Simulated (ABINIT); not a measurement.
GaS: band structure with PBE

**What was measured.**

From “Vapor-liquid-solid growth of highly-mismatched semiconductor nanowires with high-fidelity van der Waals layer stacking”, 2022, arxiv:2211.03366, for a bulk crystal of GaS at 77 K: band gap 2.59 eV (indirect).

Crystal: GaS.

```
Ga S
1.0
     3.58500    0.00000    0.00000
    -1.79250    3.10470    0.00000
     0.00000    0.00000   15.50000
Ga S
4 4
Direct
  0.66667 0.33333 0.83000
  0.33333 0.66667 0.33000
  0.66667 0.33333 0.67000
  0.33333 0.66667 0.17000
  0.66667 0.33333 0.40000
  0.33333 0.66667 0.90000
  0.66667 0.33333 0.10000
  0.33333 0.66667 0.60000
```

```json
{"Program": "ABINIT 10.8.3 (patched build)", "Task": "band structure", "Functional": "PBE", "Potentials or basis": "JTH PAW PBE v2.0", "Cutoff": "544 eV", "k mesh": "9 × 9 × 2", "Occupations": "fermi-dirac, width 0.05 eV", "Spin": "no spin polarisation", "Fine-grid cutoff": "1088.46 eV"}
```

| Item | Value |
| --- | --- |
| Pressure | 2.2 GPa |
| Largest force | 0.244 eV/Å |
| Band gap on the k mesh | 1.59 eV, indirect (least direct gap 1.64 eV) |
| Band gap along the path | 1.58 eV, indirect (least direct gap 1.64 eV) |
| Valence electrons inside the program's atomic spheres | Ga 11.04; S 3.59 |

Forces in eV/Å, atoms in the order of the input:
```
Ga   0.000  0.000 -0.244
Ga   0.000  0.000 -0.244
Ga   0.000  0.000  0.244
Ga   0.000  0.000  0.244
S    0.000  0.000  0.039
S    0.000  0.000  0.039
S    0.000  0.000 -0.039
S    0.000  0.000 -0.039
```

Stress tensor (GPa, compression positive):
```
2.50 0.00 0.00
0.00 2.50 0.00
0.00 0.00 1.50
```

Levels at the corners of the path, in eV from the valence-band top:
| point | band 35 | band 36 | band 37 | band 38 | band 39 | band 40 | band 41 | band 42 |
| --- | --- | --- | --- | --- | --- | --- | --- | --- |
| Γ | -1.45 | -1.43 | -1.43 | 0.00 | 1.64 | 2.34 | 2.83 | 3.04 |
| M | -2.58 | -2.37 | -2.19 | -1.63 | 1.58 | 1.68 | 2.07 | 2.36 |
| K | -2.37 | -2.37 | -1.95 | -1.95 | 1.77 | 2.30 | 3.16 | 3.16 |
| Γ | -1.45 | -1.43 | -1.43 | 0.00 | 1.64 | 2.34 | 2.83 | 3.04 |
| A | -1.46 | -1.46 | -0.73 | -0.73 | 2.08 | 2.08 | 2.92 | 2.92 |
| L | -2.58 | -2.58 | -1.91 | -1.91 | 1.78 | 1.78 | 2.04 | 2.04 |
| H | -2.55 | -2.55 | -1.83 | -1.83 | 2.00 | 2.00 | 3.06 | 3.06 |
| A | -1.46 | -1.46 | -0.73 | -0.73 | 2.08 | 2.08 | 2.92 | 2.92 |

It took 19 min on 1 thread of Arm Neoverse V2, on a shared host, peak memory 0.75 GiB.

A measured gap of GaS is 2.59 eV (indirect; 77 K; quoted in “Vapor-liquid-solid growth of highly-mismatched semiconductor nanowires with high-fidelity van der Waals layer stacking”, 2022, arxiv:2211.03366); the calculated 1.58 eV misses it by -1.01 eV. 2 values of this kind are on record (2.53 to 2.59 eV); this one was drawn at random. Spin-orbit coupling on Ga is left out. The value is that of PBE, without temperature or zero-point motion. Semilocal functionals fall short of measured gaps as a rule.

Caveat: this functional lacks dispersion, which binds the layers, so the pressure and a relaxed spacing across them are unreliable.
